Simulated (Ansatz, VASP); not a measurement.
# As: VASP beside Ansatz

The input INCAR:

```
  PREC = Accurate
  ENCUT = 520
  EDIFF = 1E-6
  ISMEAR = -1
  SIGMA = 0.03
  LREAL = F
  LASPH = T
  NELM = 100
  ALGO = Normal
  ISIF = 2
  LWAVE = F
  LCHARG = T
  GGA = PS
  LELF = T
  LVHAR = T
  NBANDS = 12
```

File KPOINTS:

```
regular mesh
0
Gamma
  5 5 5
```

POSCAR

```
As
1.0
    1.8807968987      1.0858785957      3.5140619945
   -1.8807968987      1.0858785957      3.5140619945
    0.0000000000     -2.1717571915      3.5140619945
As
2
Direct
    0.2260000000      0.2260000000      0.2260000000
    0.7740000000      0.7740000000      0.7740000000
```

input.yaml

```yaml
crystal:
  lattice:
    - [1.8807968987, 1.0858785957, 3.5140619945]
    - [-1.8807968987, 1.0858785957, 3.5140619945]
    - [0.0, -2.1717571915, 3.5140619945]
  atoms:
    - { symbol: As, position: [0.226, 0.226, 0.226] }
    - { symbol: As, position: [0.774, 0.774, 0.774] }
kpoints:
  mp_grid: { grid: [5, 5, 5] }
scf:
  occupations: { method: fermi_dirac, width: 0.03 }
hamiltonian:
  xc: pbesol
  pseudopotentials: { kind: all_electron, lapw: { basis_error: 0.001 } }
output:
  forces: true
  stress: true
  eigenvalues: true
```

Alike in both runs: task single point; functional PBEsol; k mesh 5 × 5 × 5; occupations fermi-dirac, width 0.03 eV; no spin polarisation.

|  | VASP | Ansatz |
| --- | --- | --- |
| version | VASP 6.6.1 | Ansatz 0.2.0 |
| potentials or method | VASP PAW PBE potentials, release 64 (As) | all-electron LAPW, scalar-relativistic |
| plane-wave cutoff (eV) | 520 | see its input |

|  | VASP | Ansatz | Ansatz less VASP |
| --- | --- | --- | --- |
| gap on the k mesh at the Fermi level (eV) | 0.08 | 0.08 | -0.004 |
| least direct gap on the mesh (eV) | 0.56 | 0.55 | -0.015 |
| pressure (GPa) | 0.4 | 0.0 | -0.39 |
| largest component of the traceless stress (GPa) | 1.85 | 1.70 | -0.146 |
| rms of the force components (eV/Å) | 0.141 | 0.103 | -0.0379 |

Atom by atom the forces differ by 0.038 eV/Å (rms over components). Ansatz ran all-electron here, so the differences hold the error of VASP's frozen core and of both bases.

Caveats: an odd mesh through Γ misses points on the zone boundary, where band edges often lie; the PAW data sets were made with another functional, which shifts forces and pressure a little (VASP).
